**Diamond squeezed and stretched: questions on the table**

Diamond (C, 2 atoms in the cell, conventional a = 3.554 Å at rest), computed with Ansatz 0.2.0: PBEsol, plane-wave PAW, scalar-relativistic, no spin polarisation, cutoff 420 eV, k mesh 12×12×12. The phonon frequency is that of the zone-centre optical modes, from linear response; the shear modulus is the Hill average with relaxed atoms.

| volume per atom (Å³) | applied pressure (GPa) | volume over rest | lowest phonon frequency (cm⁻¹) | dielectric clamped | dielectric relaxed | shear modulus (GPa) |
| --- | --- | --- | --- | --- | --- | --- |
| 5.36 | 22 | none | 1366.5 | 5.80 | 5.80 | 569 |
| 5.48 | 11 | none | 1337.3 | 5.83 | 5.83 | 549 |
| 5.50 | n/a | 0.98 | 1333.0 | 5.84 | 5.84 | n/a |
| 5.55 | 5 | none | 1320.6 | 5.85 | 5.85 | 538 |
| 5.61 | 0 | none | 1306.2 | 5.87 | 5.87 | n/a |
| 5.72 | n/a | 1.02 | 1280.4 | 5.90 | 5.90 | n/a |

**1. Which cells are squeezed, and what does "n/a" under pressure mean?**

The volume answers this: the cell at rest has 5.61 Å³ an atom, and the four smaller cells are squeezed. The entry "n/a" in the pressure column marks a cell whose volume was set directly, and does not mean zero pressure. Likewise "none" under volume over rest only means that no ratio was set. The cell of 5.50 Å³ lies between those at 5 and 11 GPa and is therefore compressed. The cell of 5.72 Å³ is larger than the one at rest, so it has to be held under tension.

**2. Why does the phonon frequency rise when the cell shrinks?**

In this vibration the two carbon atoms of the cell move against each other, which stretches and bends the bonds between them. The atomic mass is the same in all rows, so a higher frequency means a stiffer restoring force, and the force constant goes as the frequency squared. From the largest cell to the smallest the bond shortens by about 2 %, while the force constant grows by 14 %.

The reason lies in the shape of the bond's energy curve. It is steep on the short side, where the atoms repel each other, and flattens on the long side, where the bond weakens. Its curvature, which supplies much of the force constant, therefore grows as the atoms are pushed together. Stretching does the opposite: the mode softens, but at 1280 cm⁻¹ it is nowhere near an instability.

**3. Does every further gigapascal raise the frequency by the same amount?**

No, the gain shrinks, from 2.9 cm⁻¹ per GPa below 5 GPa to 2.65 between 11 and 22 GPa. Pressure acts on the vibration by shortening the bonds, and a compressed crystal yields less to the next gigapascal.

Two definitions turn this into an estimate. The Grüneisen parameter γ is the relative rise in frequency ω divided by the relative loss of volume. The bulk modulus K is the pressure increase divided by that same relative loss. Together they give a slope of γω/K.

The first and last cells give γ ≈ 1.00. Between 11 and 22 GPa the mean frequency is 1352 cm⁻¹, and the mean of the bulk moduli calculated at the two ends is 509 GPa. The estimate is 1.00 × 1352/509 ≈ 2.66 cm⁻¹ per GPa, within 1 % of the tabulated slope. Because γ is taken from the same frequencies, this is no independent prediction. It shows that γ hardly changes over the range and that the bulk moduli fit the calculated pressures and volumes, not why the bond stiffens. The output below repeats the estimate for the interval from 5 to 11 GPa.

**4. Why are the clamped and relaxed dielectric constants equal, and what if the two atoms were different elements?**

The relaxed value includes the shift of the atoms in an electric field, and the clamped value leaves it out. In diamond a uniform field does not pull the two atoms apart. Inversion about the middle of a bond swaps them, so they must carry the same Born charge, and the two charges must also add up to zero. Both therefore vanish at every volume here.

With boron and nitrogen on alternate sites the charges would be opposite, and the relaxed constant would exceed the clamped one.

**5. Compression packs more electrons into each volume, so why does the dielectric constant fall?**

Each atom responds less, and this outweighs the closer packing. The dielectric constant minus one, times the volume per atom, measures the response per atom, the fields of its neighbours included. From the largest cell to the smallest it drops by 8 %, while the volume drops by only 6 %.

Theory offers a reason: shorter bonds push the bonding and antibonding states further apart, so a field mixes them less easily. The smallest direct gap does widen, from 5.5 to 5.7 eV. That is only about 3 %. In a one-gap picture the response of an atom goes as the inverse square of the gap, so this widening would cut it by about 6 %, just enough to cancel the closer packing and leave the dielectric constant unchanged. The 8 % drop needs an average gap about 4 % wider, which is what a splitting growing as the inverse square of the bond length is expected to give for a bond 2 % shorter. The response depends on all transitions and these rows hold no average gap, so the reason fits but is not shown.

**6. Which digits can be trusted?**

For the dielectric constant, each row carries a numerical uncertainty of about 0.016. The second decimal is therefore open as an absolute value. The functional adds an error that is expected to be larger: semilocal functionals such as PBEsol give gaps that are too small and tend to give dielectric constants that are too large. The steps between rows are safer, even those of 0.01 on either side of the 5.50 Å³ cell. The unrounded values change smoothly, by 0.26 to 0.28 for each Å³ an atom, whereas independent errors of 0.016 would scatter them. The error must therefore change smoothly with volume. Its estimated size differs by less than 0.001 between the rows, so most of it is expected to cancel in the differences.

For the frequency, trends are safer than absolute values. The result at rest is roughly 2 % below the measured Raman line. Zero-point motion, which is left out, is not expected to explain the shortfall: it swells the crystal, and in the table a larger cell has a lower frequency. The functional itself, the PAW datasets, made for PBE and not for PBEsol, and the wave cutoff remain as possible causes, and these rows cannot separate them. The 5.50 Å³ cell would seem to match experiment, but only because it is compressed.

**7. Does the whole crystal stiffen at the same rate?**

It does not. Between 5 and 22 GPa the bulk modulus rises by 13 % and the shear modulus by only 6 %. Uniform compression changes bond lengths alone, whereas shear also changes the angles between bonds. Part of the difference is expected from the pressure itself. Compressed bonds push their ends apart, and once a shear has tilted them, this push drives the tilt further and makes shearing easier. Theory puts the resulting loss at up to roughly 1 GPa of shear modulus for each GPa of pressure. Even with 17 GPa added back for the step from 5 to 22 GPa, the shear modulus would rise by only about 9 %. The same push is expected to add to the bulk modulus, however, so the pressure accounts for more of the gap than this one-sided correction shows. The angles may stiffen more slowly than the lengths as well, but the averaged shear modulus mixes bending with stretching, and these rows do not settle it.

Output of the analysis:

```
Bond and response:
   row  C-C bond in Å  force constant over rest  (dielectric constant - 1) x volume in Å³  direct gap in eV
  5.36          1.516                     1.094                                     25.77             5.696
  5.48          1.527                     1.048                                     26.49             5.636
   5.5          1.529                     1.041                                      26.6             5.627
  5.55          1.533                     1.022                                     26.93             5.601
  5.61          1.539                         1                                     27.31              5.57
  5.72          1.549                    0.9609                                     28.04             5.515
Bond shortening from largest to smallest cell in %: 2.138
Force constant rise from largest to smallest cell in %: 13.9
Grüneisen parameter over the whole range: 1.004
Grüneisen parameter from rest to 22 GPa: 1.002
Grüneisen parameter from rest to the stretched cell: 1.007
Frequency slope from 0 to 5 GPa in cm⁻¹ per GPa: 2.88
Frequency slope from 5 to 11 GPa in cm⁻¹ per GPa: 2.783
Frequency slope from 11 to 22 GPa in cm⁻¹ per GPa: 2.655
Estimated slope from 5 to 11 GPa in cm⁻¹ per GPa: 2.785
Estimated slope from 11 to 22 GPa in cm⁻¹ per GPa: 2.666
Volume loss from largest to smallest cell in %: 6.277
Loss of dielectric response per atom over the same range in %: 8.104
Whole change of the dielectric constant: 0.0955
Neighbouring dielectric steps below the uncertainty of one row: 2
Frequency of the cell at 0.98 of the rest volume above rest in %: 2.052
Phonon energy at rest over thermal energy at 300 K: 6.264
Shear modulus rise from 5 to 22 GPa in %: 5.762
Bulk modulus rise from 5 to 22 GPa in %: 12.77
```
